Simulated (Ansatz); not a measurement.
InAs:

```xyz
2
Lattice="0.0000 3.0180 3.0180 3.0180 0.0000 3.0180 3.0180 3.0180 0.0000" Properties=species:S:1:pos:R:3 pbc="T T T"
In    0.0000    0.0000    0.0000
As    4.5270    4.5270    4.5270
```

Base run:

| Item | Value |
| --- | --- |
| Program | Ansatz 0.2.0 |
| Functional | r2SCAN50 |
| Potentials or basis | Ansatz PAW |
| Cutoff | 500 eV |
| Density cutoff | 2000 eV |
| k mesh | 5 × 5 × 5 |
| Occupations | fermi-dirac, width 0.05 eV |
| Spin | no spin polarisation |

Its results: band gap on the k mesh 2.68 eV, direct.

Question: After a change of settings the same cell gave: band gap on the k mesh 2.80 eV, direct. Which change was it?
A. functional from r2SCAN50 to PBE0; cutoff from 500 eV to 420 eV; density cutoff from 2000 eV to 1680 eV; k mesh from 5 × 5 × 5 to 4 × 4 × 4
B. functional from r2SCAN50 to PBEsol; cutoff from 500 eV to 420 eV; density cutoff from 2000 eV to 1680 eV; k mesh from 5 × 5 × 5 to 8 × 8 × 8
C. k mesh from 5 × 5 × 5 to 4 × 4 × 4
D. functional from r2SCAN50 to r2SCAN-EpsX

Answer: C.

Caveats: some runs use coarse meshes; spin-orbit coupling is left out, which moves the levels of the heavy elements; odd divisions of the mesh miss points on the zone boundary, where band edges often lie, so the gap on the mesh can be too wide (some runs).

Not every run made on this cell is shown here.
